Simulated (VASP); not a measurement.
# Ga8N9 (a cell with a defect) in VASP: relaxation of the atoms with PBE

Aim: the relaxation of the atoms of Ga8N9 (a cell with a defect) with PBE.

Everything below comes from runs of VASP 6.6.1. Logs are shortened: lines on timing, memory, paths and dates and some standing lists are left out, and cuts for length are marked.

### Step 1. The structure

The cell holds a defect, 17 atoms: a = 5.244 Å, b = 6.435 Å, c = 6.435 Å, α = 120.00°, β = 90.00°, γ = 90.00°.

### Step 2. Relaxation of the atoms, PBE, collinear spin, ferromagnetic start

INCAR

```
SYSTEM = Ga8N9
PREC     = Normal         ! precision mode
ENCUT    = 450            ! plane-wave cutoff, eV
EDIFF    = 1E-6           ! SCF threshold, eV
ISMEAR   = 0              ! smearing method
SIGMA    = 0.01           ! smearing width, eV
LREAL    = Auto         
LASPH    = .TRUE.         ! aspherical terms in the spheres
NELM     = 150            ! most SCF steps
ALGO     = Normal         ! electronic algorithm
ISIF     = 2              ! what is computed and relaxed
LWAVE    = .FALSE.        ! write WAVECAR
LCHARG   = .FALSE.        ! write CHGCAR
ISPIN    = 2              ! spin polarisation
MAGMOM   = 0.1 0.1 0.1 0 0 0 0 0 0.1 0.1 0.1 0 0.1 0 0.1 0.1 0.1 ! initial moments
LORBIT   = 11             ! projections on sites
GGA      = PE             ! functional
IBRION   = 2              ! ionic algorithm
NSW      = 70             ! ionic steps
EDIFFG   = -0.025         ! ionic threshold
AMIX     = 0.2          
BMIX     = 1E-4         
AMIX_MAG = 0.8          
BMIX_MAG = 1E-4         
ICORELEVEL= 1            
ISYM     = 0
```

KPOINTS

```
Automatic mesh
0
G
  3 3 3
  0 0 0
```

POSCAR

```
Ga8N9
1.0
    0.0000000000      0.0000000000      5.2440550000
   -3.2177240000     -5.5732640000      0.0000000000
    6.4354500000      0.0000000000      0.0000000000
Ga N
8 9
Direct
    0.9949812300      0.1621006900      0.8272343100
    0.0063503000      0.1621639100      0.3249999700
    0.9831967700      0.6677117000      0.8252835100
    0.9991860000      0.6666665000      0.3333330000
    0.4991860000      0.3333335000      0.1666670000
    0.4991860000      0.3333335000      0.6666670000
    0.4991860000      0.8333335000      0.1666670000
    0.4991860000      0.8333335000      0.6666670000
    0.3692622300      0.1672164400      0.8279353500
    0.3697970200      0.1581852600      0.3355680700
    0.3785133500      0.6693544600      0.8534567900
    0.3758140000      0.6666665000      0.3333330000
    0.8712335600      0.3321407100      0.1665957200
    0.8758140000      0.3333335000      0.6666670000
    0.8849897200      0.8446658500      0.1629993400
    0.8853008700      0.8461168900      0.6736189500
    0.1596285100      0.9976863400      0.0004378100
```

Potentials or basis: VASP PAW PBE potentials, release 64 (Ga_d, N).

On the command line:

```
$ cat potpaw_PBE.64/Ga_d/POTCAR potpaw_PBE.64/N/POTCAR > POTCAR
$ mpirun -np 4 vasp_std > vasp.out
```

OUTCAR:

```text
SYSTEM = Ga8N9
   PREC = Normal
   ENCUT = 450
   EDIFF = 1E-6
   ISMEAR = 0
   LREAL = Auto
   LASPH = .TRUE.
   NELM = 150
   ISIF = 2
   ISPIN = 2
   LORBIT = 11
   GGA = PE
   IBRION = 2
   NSW = 70
   EDIFFG = -0.025
   AMIX = 0.2
   AMIX_MAG = 0.8
   ISYM = 0

 ion  position               nearest neighbor table
   1  0.995  0.162  0.827-  16 1.85  14 1.95   9 1.96  13 2.00  17 2.07
   2  0.006  0.162  0.325-  15 1.88  10 1.91  13 1.96  17 1.98  14 2.02
   3  0.983  0.668  0.825-  16 1.91  14 1.95  15 1.95  17 2.06  11 2.08
   4  0.999  0.667  0.333-  12 1.98  13 1.98  16 1.99  15 2.03
   5  0.499  0.333  0.167-  13 1.95  12 1.97   9 2.01  10 2.03
   6  0.499  0.333  0.667-   9 1.95  10 1.97  14 1.98  11 1.98
   7  0.499  0.833  0.167-  11 1.86  10 1.93  12 1.97  15 2.03
   8  0.499  0.833  0.667-  12 1.97   9 1.98  16 2.03  11 2.06
   9  0.369  0.167  0.828-   6 1.95   1 1.96   8 1.98   5 2.01
  10  0.370  0.158  0.336-   2 1.91   7 1.93   6 1.97   5 2.03
  11  0.379  0.669  0.853-   7 1.86   6 1.98   8 2.06   3 2.08
  12  0.376  0.667  0.333-   7 1.97   5 1.97   8 1.97   4 1.98
  13  0.871  0.332  0.167-   5 1.95   2 1.96   4 1.98   1 2.00
  14  0.876  0.333  0.667-   3 1.95   1 1.95   6 1.98   2 2.02
  15  0.885  0.845  0.163-   2 1.88   3 1.95   7 2.03   4 2.03
  16  0.885  0.846  0.674-   1 1.85   3 1.91   4 1.99   8 2.03
  17  0.160  0.998  0.000-   2 1.98   3 2.06   1 2.07

IMPORTANT INFORMATION: All symmetrisations will be switched off!
NOSYMM: (Re-)initialisation of all symmetry stuff for point group C_1.

----------------------------------------------------------------------------------------

                                     Primitive cell

  volume of cell :     188.0857

  direct lattice vectors                    reciprocal lattice vectors
     0.000000000  0.000000000  5.244055000     0.000000000  0.000000000  0.190692127
    -3.217724000 -5.573264000  0.000000000     0.000000000 -0.179428069  0.000000000
     6.435450000  0.000000000  0.000000000     0.155389289 -0.089714007  0.000000000

  length of vectors
     5.244055000  6.435450206  6.435450000     0.190692127  0.179428069  0.179428075

  position of ions in fractional coordinates (direct lattice)
     0.994981230  0.162100690  0.827234310
     0.006350300  0.162163910  0.324999970
     0.983196770  0.667711700  0.825283510
     0.999186000  0.666666500  0.333333000
     0.499186000  0.333333500  0.166667000
     0.499186000  0.333333500  0.666667000
[... 9 lines left out ...]
     0.885300870  0.846116890  0.673618950
     0.159628510  0.997686340  0.000437810

  ion indices of the primitive-cell ions
   primitive index   ion index
                 1           1
                 2           2
                 3           3
                 4           4
                 5           5
                 6           6
[... 9 lines left out ...]
                16          16
                17          17

----------------------------------------------------------------------------------------

 KPOINTS: Automatic mesh

Automatic generation of k-mesh.
 Grid dimensions read from file:
 generate k-points for:    3    3    3

 Generating k-lattice:

  Cartesian coordinates                     Fractional coordinates (reciprocal lattice)
     0.000000000  0.000000000  0.063564042     0.333333333  0.000000000  0.000000000
     0.000000000 -0.059809356  0.000000000     0.000000000  0.333333333  0.000000000
     0.051796430 -0.029904669  0.000000000     0.000000000 -0.000000000  0.333333333

  Length of vectors
     0.063564042  0.059809356  0.059809358

  Shift w.r.t. Gamma in fractional coordinates (k-lattice)
     0.000000000  0.000000000  0.000000000

 Subroutine IBZKPT returns following result:
 ===========================================

 Found     14 irreducible k-points:

 Following reciprocal coordinates:
            Coordinates               Weight
  0.000000  0.000000  0.000000      1.000000
  0.333333  0.000000  0.000000      2.000000
  0.000000  0.333333  0.000000      2.000000
  0.000000 -0.000000  0.333333      2.000000
  0.000000 -0.333333  0.333333      2.000000
[... 19 lines left out ...]
   ISTART =      0    job   : 0-new  1-cont  2-samecut
   ICHARG =      2    charge: 1-file 2-atom 10-const
   ISPIN  =      2    spin polarized calculation?
   LNONCOLLINEAR =      F non collinear calculations
   LSORBIT =      F    spin-orbit coupling
   LASPH  =      T    aspherical Exc in radial PAW
   ENCUT  =  450.0 eV  33.07 Ry    5.75 a.u.   9.07 11.13 11.13*2*pi/ulx,y,z
   NELM   =    150;   NELMIN=  2; NELMDL= -5     # of ELM steps
   EDIFF  = 0.1E-05   stopping-criterion for ELM
   LREAL  =      T    real-space projection
   EDIFFG = -.3E-01   stopping-criterion for IOM
   NSW    =     70    number of steps for IOM
   IBRION =      2    ionic relax: 0-MD 1-quasi-New 2-CG
   NFREE  =      1    steps in history (QN), initial steepest desc. (CG)
   ISIF   =      2    stress and relaxation
   ISYM   =      0    0-nonsym 1-usesym 2-fastsym
   POTIM  = 0.5000    time-step for ionic-motion
   TEBEG  =    0.0;   TEEND  =   0.0 temperature during run
   PSTRESS=    0.0 pullay stress
   NELECT =     149.0000    total number of electrons
   NUPDOWN=      -1.0000    fix difference up-down
   EMIN   =  10.00;   EMAX   =-10.00  energy-range for DOS
   EFERMI =   0.00;   METHOD = LEGACY
   ISMEAR =     0;   SIGMA  =   0.01  broadening in eV -4-tet -1-fermi 0-gaus
   EFERMI_NEDOS =   21; number of points for ismear=-14 and -15
   IALGO  =     38    algorithm
   IMIX   =      4    mixing-type and parameters
     AMIX     =   0.20;   BMIX     =  0.00
     AMIX_MAG =   0.80;   BMIX_MAG =  0.00
  volume/ion in A,a.u.               =      11.06        74.66
  Fermi-wavevector in a.u.,A,eV,Ry     =   1.514787  2.862533 31.219665  2.294581
  Thomas-Fermi vector in A             =   2.624398
   LORBIT       =     11    0 simple, 1 ext, 2 COOP (PROOUT), +10 PAW based schemes
   GGA     = PE    functional components
   LHFCALC =     F    Hartree Fock is set to
   AEXX    =    0.0000 exact exchange contribution
   IVDW    =     0    specifies the selected vdW correction
   LEPSILON=     F    determine dielectric tensor
   LRPA    =     F    only Hartree local field effects (RPA)
 conjugate gradient relaxation of ions
 spin polarized calculation
 Gauss-broadening in eV      SIGMA  =   0.01
  energy-cutoff  :      450.00
  volume of cell :      188.09
 maximum number of plane-waves:      4098
   NGX = 19   NGY = 23   NGZ = 23

--------------------------------------- Ionic step        1  -------------------------------------------

 number of electron     149.0000309 magnetization       3.0009675

 Free energy of the ion-electron system (eV)
  ---------------------------------------------------
  ext. energy  EPLUGINS =         0.00000000
  ---------------------------------------------------
  free energy    TOTEN  =       -96.78109605 eV

  energy without entropy =      -96.78109605  energy(sigma->0) =      -96.78109605

------------------------ aborting loop because EDIFF is reached ----------------------------------------

  FORCE on cell =-STRESS in cart. coord.  units (eV):
  Direction    XX          YY          ZZ          XY          YZ          ZX
  --------------------------------------------------------------------------------------
  -------------------------------------------------------------------------------------
  Total       11.6498465     13.8328621     11.1634266     -0.8349165     -1.1229060      0.8208614
  in kB       99.2373165    117.8329785     95.0938280     -7.1120997     -9.5652913      6.9923743
  external PRESSURE =     104.0547077 kB  Pullay stress =       0.0000000 kB
[... 134 lines left out ...]
  FREE ENERGIE OF THE ION-ELECTRON SYSTEM (eV)
  ---------------------------------------------------
  free  energy   TOTEN  =       -97.8904492553 eV

  energy  without entropy=      -97.8904492553  energy(sigma->0) =      -97.89044926

[... ionic steps 4 to 9 ...]

--------------------------------------- Ionic step       10  -------------------------------------------

 number of electron     149.0000334 magnetization       3.0000000

------------------------ aborting loop because EDIFF is reached ----------------------------------------
[... 97 lines left out ...]
--------------------------------------- Ionic step       12  -------------------------------------------

 number of electron     149.0000343 magnetization       3.0000000

 Free energy of the ion-electron system (eV)
  ---------------------------------------------------
  ext. energy  EPLUGINS =         0.00000000
  ---------------------------------------------------
  free energy    TOTEN  =       -98.02773665 eV

  energy without entropy =      -98.02773665  energy(sigma->0) =      -98.02773665

 the core state eigenenergies are
   1-  1s -10217.0579  2s  -1250.4392  2p  -1086.8974  3s   -136.7623  3p    -87.5086

   2-  1s -10217.0462  2s  -1250.4277  2p  -1086.8859  3s   -136.7525  3p    -87.4988

   3-  1s -10217.0499  2s  -1250.4314  2p  -1086.8896  3s   -136.7560  3p    -87.5023
[... 11 lines left out ...]
   9-  1s   -369.9376
  10-  1s   -369.9334
  11-  1s   -369.9353
  12-  1s   -369.9425
  13-  1s   -369.8191
  14-  1s   -370.0764
  15-  1s   -369.8158
  16-  1s   -369.8217
  17-  1s   -370.6427

 E-fermi :   5.9782     XC(G=0): -11.7695

 val. band max:        5.8949589900   @ k =   0.0000   0.3333   0.3333
 cond. band min:       6.3504358069   @ k =   0.0000   0.0000   0.0000
 fundamental gap:      0.4554768170
 Fermi energy:         5.9781741937

 spin component 1

 k-point     1 :       0.0000    0.0000    0.0000
  band No.  band energies     occupation
      1     -11.5209      1.00000
      2      -9.8226      1.00000
      3      -9.7072      1.00000
      4      -9.6710      1.00000
      5      -9.6708      1.00000
      6      -9.5434      1.00000
[... 254 lines left out ...]
     71       4.4964      1.00000
     72       4.7634      1.00000

 Fermi energy:         5.9781741937

 spin component 2

 k-point     1 :       0.0000    0.0000    0.0000
  band No.  band energies     occupation
      1     -10.8273      1.00000
      2      -9.7432      1.00000
      3      -9.5509      1.00000
      4      -9.5117      1.00000
      5      -9.5101      1.00000
      6      -9.4623      1.00000
[... 1235 lines left out ...]
     85      12.4420      0.00000
     86      12.5985      0.00000
 [bands above 86 left out]

------------------------ aborting loop because EDIFF is reached ----------------------------------------

  FORCE on cell =-STRESS in cart. coord.  units (eV):
  Direction    XX          YY          ZZ          XY          YZ          ZX
  --------------------------------------------------------------------------------------
  -------------------------------------------------------------------------------------
  Total        9.4146398      9.4175036      9.8729873      0.0247232     -0.0160334      0.0075955
  in kB       80.1970731     80.2214681     84.1014311      0.2106004     -0.1365781      0.0647009
  external PRESSURE =      81.5066574 kB  Pullay stress =       0.0000000 kB
[... 32 lines left out ...]
  FREE ENERGIE OF THE ION-ELECTRON SYSTEM (eV)
  ---------------------------------------------------
  free  energy   TOTEN  =       -98.0277366538 eV

  energy  without entropy=      -98.0277366538  energy(sigma->0) =      -98.02773665

 reached required accuracy - stopping structural energy minimisation

 total charge

# of ion       s       p       d       tot
------------------------------------------
    1        0.765   0.845  10.178  11.788
    2        0.765   0.845  10.179  11.789
    3        0.765   0.845  10.179  11.789
    4        0.792   0.920  10.194  11.906
    5        0.783   0.866  10.170  11.819
    6        0.809   0.941  10.202  11.952
[... 9 lines left out ...]
   16        1.242   2.475   0.000   3.717
   17        1.371   2.197   0.000   3.568
--------------------------------------------------
tot         17.554  28.996  81.443 127.993

 magnetization (x)

# of ion       s       p       d       tot
------------------------------------------
    1       -0.010  -0.006   0.030   0.013
    2       -0.010  -0.006   0.029   0.013
    3       -0.010  -0.006   0.029   0.013
    4        0.001   0.012   0.009   0.023
    5        0.000   0.001   0.006   0.007
    6        0.023   0.075   0.017   0.114
[... 9 lines left out ...]
   16        0.012   0.115   0.000   0.127
   17        0.032   1.246   0.000   1.278
--------------------------------------------------
tot          0.116   2.122   0.132   2.370
```

Wall time 7 min (4 MPI ranks of Intel Xeon 6975P-C (Granite Rapids), shared host); peak memory 0.18 GiB.

What came out:

* Free energy: -98.0277 eV
* Energy gained by relaxing: 73.3 meV/atom
* Ionic steps: 12
* Largest force after relaxing: 0.024 eV/Å
* Band gap on the k mesh: 0.46 eV, indirect (least direct gap 0.64 eV)
* Net moment: 3.00 μB per cell
* Site moments: Ga +0.01, +0.02, +0.11; N +0.15, +0.02, +0.12, +0.05, +0.13, +1.28 μB
* Valence electrons inside the program's atomic spheres: Ga 11.79, 11.91, 11.82, 11.95; N 3.71, 3.73, 3.72, 3.57

Forces in eV/Å, atoms in the order of the input:
```
Ga   0.020  0.009 -0.011
Ga   0.008 -0.002 -0.010
Ga   0.002 -0.009 -0.002
Ga  -0.002  0.002 -0.006
Ga  -0.011 -0.006 -0.005
Ga  -0.002 -0.004 -0.001
Ga  -0.008 -0.009  0.003
Ga  -0.019 -0.006  0.002
N    0.007  0.014 -0.003
N   -0.013 -0.003  0.005
N   -0.017 -0.009 -0.004
N   -0.011 -0.001 -0.002
N    0.008  0.004  0.005
N    0.006  0.011 -0.001
N    0.008  0.006  0.012
N    0.007  0.000  0.003
N    0.016  0.003  0.017
```

The path:
| step | energy change (eV) | largest force (eV/Å) | pressure (GPa) |
| --- | --- | --- | --- |
| 1 | 0.0000 | 3.6154 | 10.41 |
| 2 | -1.0333 | 1.3093 | 8.32 |
| 3 | -1.1094 | 0.7916 | 8.21 |
| 4 | -1.2008 | 0.4326 | 8.18 |
| 5 | -1.2054 | 0.5551 | 8.23 |
| 6 | -1.2326 | 0.2517 | 8.18 |
| 7 | -1.2373 | 0.2053 | 8.17 |
| 8 | -1.2441 | 0.0870 | 8.17 |
| 9 | -1.2442 | 0.0867 | 8.18 |
| 10 | -1.2461 | 0.0351 | 8.16 |
| 11 | -1.2462 | 0.0408 | 8.15 |
| 12 | -1.2466 | 0.0242 | 8.15 |

Final structure:
```cif
data_structure
_symmetry_space_group_name_H-M 'P 1'
_symmetry_Int_Tables_number 1
_cell_length_a 5.2441
_cell_length_b 6.4355
_cell_length_c 6.4355
_cell_angle_alpha 120.000
_cell_angle_beta 90.000
_cell_angle_gamma 90.000
_cell_volume 188.09
loop_
_atom_site_label
_atom_site_type_symbol
_atom_site_fract_x
_atom_site_fract_y
_atom_site_fract_z
_atom_site_occupancy
Ga1 Ga 0.99706 0.16767 0.83258 1
Ga2 Ga 0.99740 0.16697 0.33253 1
Ga3 Ga 0.99700 0.66713 0.83321 1
Ga4 Ga 0.99380 0.66724 0.33327 1
Ga5 Ga 0.49420 0.33590 0.16812 1
Ga6 Ga 0.51526 0.33362 0.66635 1
Ga7 Ga 0.49412 0.83209 0.16843 1
Ga8 Ga 0.49389 0.83258 0.66516 1
N1 N 0.38867 0.17354 0.82739 1
N2 N 0.38811 0.17263 0.34541 1
N3 N 0.38831 0.65469 0.82799 1
N4 N 0.36623 0.66689 0.33413 1
N5 N 0.86380 0.34359 0.17096 1
N6 N 0.88622 0.33403 0.66589 1
N7 N 0.86380 0.82907 0.17131 1
N8 N 0.86353 0.82918 0.65681 1
N9 N 0.15941 0.00052 0.99857 1
```

Levels at points of the mesh, in eV from the valence-band top:
Spin up:
```csv
k point,band 73,band 74,band 75,band 76,band 77,band 78,band 79,band 80
"(0.00, 0.00, 0.00)",-0.86,-0.55,-0.33,-0.31,1.49,3.67,4.22,4.22
```
Spin down:
| k point | band 70 | band 71 | band 72 | band 73 | band 74 | band 75 | band 76 | band 77 |
| --- | --- | --- | --- | --- | --- | --- | --- | --- |
| (0.00, 0.00, 0.00) | -1.39 | -0.69 | -0.56 | -0.55 | 0.46 | 1.04 | 1.06 | 1.63 |

Core levels (eV, on the scale of the bands):
```csv
atom,levels
1 Ga,"1s -10217.1, 2s -1250.4, 2p -1086.9, 3s -136.8, 3p -87.5"
2 Ga,"1s -10217.0, 2s -1250.4, 2p -1086.9, 3s -136.8, 3p -87.5"
3 Ga,"1s -10217.0, 2s -1250.4, 2p -1086.9, 3s -136.8, 3p -87.5"
4 Ga,"1s -10216.7, 2s -1250.2, 2p -1086.6, 3s -136.5, 3p -87.2"
5 Ga,"1s -10217.0, 2s -1250.4, 2p -1086.8, 3s -136.7, 3p -87.4"
6 Ga,"1s -10216.8, 2s -1250.2, 2p -1086.7, 3s -136.6, 3p -87.3"
```

Caveat: the cutoff is under 1.25 times the usual one of these potentials, so pressure, stress and relaxed cells hold a basis-set (Pulay) error. Expect the measured gap to be larger: semilocal functionals such as PBE lack the derivative discontinuity.
